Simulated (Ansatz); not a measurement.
Ni:

```xyz
1
Lattice="0.0000 1.7376 1.7376 1.7376 0.0000 1.7376 1.7376 1.7376 0.0000" Properties=species:S:1:pos:R:3 pbc="T T T"
Ni    0.0000    0.0000    0.0000
```

A run of Ansatz 0.2.0 on this cell left the log below. Logs are shortened: lines on timing, memory, paths and dates and some standing lists are left out, and cuts for length are marked.

```text
Warning: RAYON_NUM_THREADS=2 ignored (pool sized by the plan → 2); use --threads N
Engine: ansatz 0.2.0, x86_64-unknown-linux-gnu
Pseudopotentials: kind: paw
Pseudopotential: Ni, paw, valence charge 18, recommended cutoff 420 eV (normal), Ni.paw.azcp
Functional definition: PBE
  parameter kappa = 0.804
  parameter beta = 0.06672455060314922
  exchange = pbe_x(kappa = kappa, mu = beta*pi^2/3)
  correlation = pbe_c(beta = beta)
Crystal: 1 atoms, lattice volume = 10.492 Å³
Basis set: ecut = 420 eV, 181 PW (Γ), exchange–correlation on 36×36×36 points (8 copies of the dense FFT grid, shifted against one another)
Bands: 14, of which v1, the nominal top of the filled ones, is band 9 counted from 1 (8 counted from 0)
Symmetry: 48 space group operations
Space group: Fm-3m (ITA 225), of the structure as read, at distance tolerance 2.2e-5 Å
Magnetic group: BNS 225.116 (UNI 1618), of the structure as read, at distance tolerance 2.2e-5 Å
k-points: 84 of 2197
Non-local potential: Ni, projectors of the file, l = 0: 3, l = 1: 2, l = 2: 3, l = 3: 1
PAW form: soft (Blöchl's): semilocal exchange-correlation on the pseudo side does not see the compensation charge
PAW one-centre angular grid: Ni, 590 points (default); XC on 64 Gauss nodes
Initial density: superposition of atomic densities (chi_scale 0.1, normalization cell)
Starting moments: Σ|m| = 1 μB on 1 of 1 site
Initial wavefunctions: pseudopotential atomic-orbital guess
Functional: x = pbe(κ = 0.804, μ = 0.2195149727645171), c = pbe(β = 0.06672455060314922)
SCF iter   1: F=—  HF=-5838.983714 eV  |F-HF|=—  |Δ(HF+E_count)|=         —  Δρ=8.10e-2 (↑3.50e-2 ↓8.10e-2)  dr2=8.37e-1  dr2_m=5.29e-2  M=0.961 μB ∫|m|=1.014 μB  β_m=0.30  ethr=3.10e-3  ⟨swp⟩=5.9  Hψ=11760  notcnv=0
Mixer restart at iter 1: flushing history
preconditioner: auto → none  [metal: Δε(μ)=0.014 eV  Ē_g=16.309 eV  σ=0.017 eV  W_gap=0.40  n_scr=0 (ndim 8)  ℏωp=36.3 eV  f_vac=0.000  D(μ)=1.96/eV (n_scr^D=26)]
SCF iter   2: F=—  HF=-5838.791050 eV  |F-HF|=—  |Δ(HF+E_count)|=   1.93e-1  Δρ=6.69e-2 (↑2.28e-2 ↓6.69e-2)  dr2=3.32e-1  dr2_m=7.54e-2  M=0.696 μB ∫|m|=0.761 μB  β_m=0.24  ethr=3.10e-3  ⟨swp⟩=2.8  Hψ=5056  notcnv=0  defer=110
SCF iter   3: F=—  HF=-5838.960798 eV  |F-HF|=—  |Δ(HF+E_count)|=   1.70e-1  Δρ=3.57e-2 (↑1.42e-2 ↓3.57e-2)  dr2=3.13e-2  dr2_m=4.97e-2  M=0.702 μB ∫|m|=0.770 μB  β_m=0.46  ethr=1.85e-3  ⟨swp⟩=2.4  Hψ=3939  notcnv=0  defer=110
[... 8 lines left out ...]
SCF iter  12: F=-5839.714762 eV  HF=-5839.714762 eV  |F-HF|=5.00e-11  |Δ(HF+E_count)|=  4.17e-10  Δρ=7.52e-7 (↑7.52e-7 ↓2.67e-7)  dr2=5.03e-11  dr2_m=6.60e-12  M=0.640 μB ∫|m|=0.723 μB  ethr=2.93e-11  ⟨swp⟩=4.3  Hψ=8576  notcnv=0
SCF 1 converged in 12 iterations: F = -5839.714762 eV  dr2 = 5.03e-11
  greatest PAW one-centre occupation: 1.001 electrons in one spin orbital (limit 2), on the Ni atom at site 0 (counted from 0), in its partial waves of l = 1
SCF converged after 12 iterations
Magnetization: 0.6397 μB (9.3199 up, 8.6801 down)
Absolute magnetization: 0.7236 μB (∫|ρ↑−ρ↓|, with the PAW one-centre terms)
Spin contamination: 0.0063 ħ² per cell (⟨S²⟩ above its minimum at these occupations)
Per-site moments (μB) at R_I (Å): [(0.6757354559310558, 1.0136359230776613)]
Free energy (F): -5839.714762 eV
Harris-Foulkes:  -5839.714762 eV  (|F-HF|=5.00e-11)
Internal energy: -5839.714634 eV  (E = F + TS)
E sigma→0 (E₀):  -5839.714698 eV
Entropy (-TS):   -0.000128 eV (-0.128 meV/atom)
Fermi energy:    19.050598 eV
--- Per-component energies (eV) ---
  E_band       = -270.647095
  E_kinetic    = 282.832380
  E_local      = -3376.722252  (includes V_loc(G=0)·N_el)
  E_nonlocal   = 635.121205
  E_hartree    = 1411.126702
  E_xc         = -85.186646
  E_vxc        = -109.875282  (∫ρ·V_xc dr)
  E_paw        = -1629.230739  (= ΣΔE_a)
  E_vpaw       = -524.256558  (= ΣTr[D̂ρ^β])
  E_aug_tail   = 0.000545  (compensation charges beyond the density's cutoff)
  E_ewald      = -3077.655828
  E_smearing   = -0.000128  (= −TS)
  E_closure    = 0.000000  (closes the sum)
  Σ components = -5839.714762   (vs F -5839.714762, Δ=0.00e0)
--- Forces (eV/Å), atoms counted from 1 ---
  atom   1  Ni    -0.00000000     0.00000000     0.00000000
  max |Σ_I F_I| component: 9.45e-32 eV/Å
--- Stress (GPa, compression-positive) ---
        8.013252       0.000000       0.000000
        0.000000       8.013252       0.000000
       -0.000000       0.000000       8.013252
  P = ⅓ Tr σ = 8.0133 GPa (80.133 kbar)
--- Band table (eV; the first three rows and the last of 168) ---
  k-point 0 ↑: bands = ["-84.7192", "-44.9587", "-44.9587", "-44.9587", "9.6423", "16.4602", "16.4602", "16.4602", "17.7236", "17.7236", "42.8066", "47.0640", "47.0640", "47.0640"]
  k-point 1 ↑: bands = ["-84.7169", "-44.9732", "-44.9608", "-44.9608", "9.8798", "16.3971", "16.5141", "16.5141", "17.7010", "17.7010", "41.9919", "44.7492", "46.5156", "46.5156"]
  k-point 2 ↑: bands = ["-84.7106", "-45.0131", "-44.9665", "-44.9665", "10.5705", "16.2439", "16.6354", "16.6354", "17.6721", "17.6721", "38.6423", "43.7391", "45.6751", "45.6751"]
  k-point 83 ↓: bands = ["-83.8157", "-44.3084", "-44.2870", "-44.2219", "15.4235", "16.2246", "16.5415", "18.2352", "19.4075", "25.7633", "27.7983", "29.9033", "31.0004", "48.6729"]
```

Write the input and the command behind it.

Single point with PBE, collinear spin, ferromagnetic start. The files as run (others can give the same):

input.yaml
```yaml
crystal:
  lattice:
    - [0.0, 1.737572933, 1.737572933]
    - [1.737572933, 0.0, 1.737572933]
    - [1.737572933, 1.737572933, 0.0]
  atoms:
    - { symbol: Ni, position: [0.0, 0.0, 0.0], spin: 1.0 }
hamiltonian:
  xc: pbe
  pseudopotentials: { kind: paw }
magnetization:
  spin_polarized: true
kpoints:
  mp_grid: { grid: [13, 13, 13] }
scf:
  occupations: { method: gaussian, width: 0.017 }
output:
  forces: true
  stress: true
  eigenvalues: true
```

Potentials or basis: Ansatz PAW.
Command:
```sh
$ ansatz run input.yaml --threads 2 --pin off --max-ram 5632MiB --backend cpu --events-out ev --progress --plain --runs-dir out
```
